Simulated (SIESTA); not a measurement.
**Sn under changes of volume**

One of the cells (34.479 Å³/atom); the others are scaled copies at fixed shape and fractional positions:

```
Sn
1.0
     0.00000    3.25476    3.25476
     3.25476    0.00000    3.25476
     3.25476    3.25476    0.00000
Sn
2
Cartesian
  4.8821 4.8821 4.8821
  3.2548 3.2548 3.2548
```

This isn't the form of Sn at room conditions, which is tetragonal (white tin).

```yaml
Program: SIESTA 5.4.2
Functional: PBE
Potentials_or_basis: PseudoDojo 0.4 standard (PBE files)
Basis: DZP (energy shift 0.002 Ry)
Grid_cutoff: 500 Ry
Energy_shift: 0.002 Ry
k_mesh: 7 × 7 × 7
Occupations: fermi-dirac, width 0.05 eV
Spin: no spin polarisation
```

```tsv
volume (Å³/atom)	energy over the lowest point (meV/atom)	pressure (GPa)
31.775	?	?
32.451	90.58	7.4
33.127	62.24	6.0
34.479	22.83	3.7
35.155	9.37	2.7
35.831	0.00	1.8
```

Problem. What does the run at 31.775 Å³/atom give?

Solution. Energy over the lowest point 125.07 meV/atom; pressure 9.0 GPa.

Worked out: A Birch-Murnaghan fit of order 3 (a polynomial in V^(-2/3)) to the other rows has no minimum within the range. It gives 125.76 meV/atom at 31.775 Å³/atom, against the run's 125.07, and -dE/dV = 9.3 GPa, against 9.0.

Energies are extrapolated to zero smearing.

Caveats: semicore shells carry a single zeta, which can move pressures by several GPa and volumes by a few percent; the basis of atomic orbitals isn't converged, which shifts pressures, moduli and gaps.
